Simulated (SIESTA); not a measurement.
TiB2:

```
Ti B
1.0
     3.02920    0.00000    0.00000
    -1.51460    2.62336    0.00000
     0.00000    0.00000    3.22840
Ti B
1 2
Cartesian
  0.0000 0.0000 0.0000
  1.5146 0.8745 1.6142
  0.0000 1.7489 1.6142
```

Base run:

| Quantity | Value |
| --- | --- |
| Program | SIESTA 5.4.2 |
| Functional | PBE |
| Potentials or basis | PseudoDojo 0.4 standard (PBE files) |
| Basis | DZP (energy shift 0.003 Ry; two zetas on semicore shells) |
| Grid cutoff | 800 Ry |
| Energy shift | 0.003 Ry |
| k mesh | 10 × 10 × 8 |
| Occupations | fermi-dirac, width 0.05 eV |
| Spin | no spin polarisation |
| Hubbard terms | Ti d U = 4 eV |

Its results: band gap on the k mesh none (metal or under the smearing width); pressure 12.4 GPa.

Problem. The run is repeated on the same cell with these changes: hubbard terms from Ti d U = 4 eV to none. What comes out?

Solution. Band gap on the k mesh none (metal or under the smearing width); pressure 2.7 GPa.

Caveats: the basis of atomic orbitals isn't converged, which shifts pressures, moduli and gaps; U without spin polarisation on a metal has little footing (some runs); the U is typed as a test and isn't derived for this compound (some runs).
